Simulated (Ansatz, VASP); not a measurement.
# Two plane-wave programs on Sn

The input INCAR:

```
SYSTEM = Sn
PREC = Accurate
ENCUT = 520
EDIFF = 1E-7
ISMEAR = -1
SIGMA = 0.05
LREAL = .FALSE.
LASPH = .TRUE.
NELM = 80
ALGO = Normal
ISIF = 2
LWAVE = .FALSE.
LCHARG = .FALSE.
GGA = PE
NBANDS = 13
```

File KPOINTS:

```
Automatic mesh
0
G
  10 10 10
  0 0 0
```

The input POSCAR:

```
Sn
1.0
   -1.9877657590      1.9877657590      1.6268574157
    1.9877657590     -1.9877657590      1.6268574157
    1.9877657590      1.9877657590     -1.6268574157
Sn
1
Direct
    0.0000000000      0.0000000000      0.0000000000
```

input.yaml

```yaml
crystal:
  lattice:
    - [-1.987765759, 1.987765759, 1.6268574157]
    - [1.987765759, -1.987765759, 1.6268574157]
    - [1.987765759, 1.987765759, -1.6268574157]
  atoms:
    - { symbol: Sn, position: [0.0, 0.0, 0.0] }
hamiltonian:
  xc: pbe
  pseudopotentials: { kind: paw }
kpoints:
  mp_grid: { grid: [10, 10, 10] }
scf:
  occupations: { method: fermi_dirac, width: 0.05 }
output:
  forces: true
  stress: true
  eigenvalues: true
  write_density: true
  write_potential: true
  elf: true
  volumetric_format: npy
```

Change from the starting cell: volume scaled by 0.94.

Alike in both runs: task single point; functional PBE; k mesh 10 × 10 × 10; occupations fermi-dirac, width 0.05 eV; no spin polarisation.

|  | VASP | Ansatz |
| --- | --- | --- |
| version | VASP 6.6.1 | Ansatz 0.2.0 |
| potentials or method | VASP PAW PBE potentials, release 64 (Sn_d) | Ansatz PAW |
| plane-wave cutoff (eV) | 520 | 420 |
| valence electrons in the cell | 14 | 14 |

```tsv
	VASP	Ansatz	Ansatz less VASP
gap on the k mesh at the Fermi level (eV)	none	none	-
pressure (GPa)	4.4	4.5	+0.06
largest component of the traceless stress (GPa)	1.56	1.56	+0.003
```

A gap of «none» marks a metal or a gap that the smearing closes.
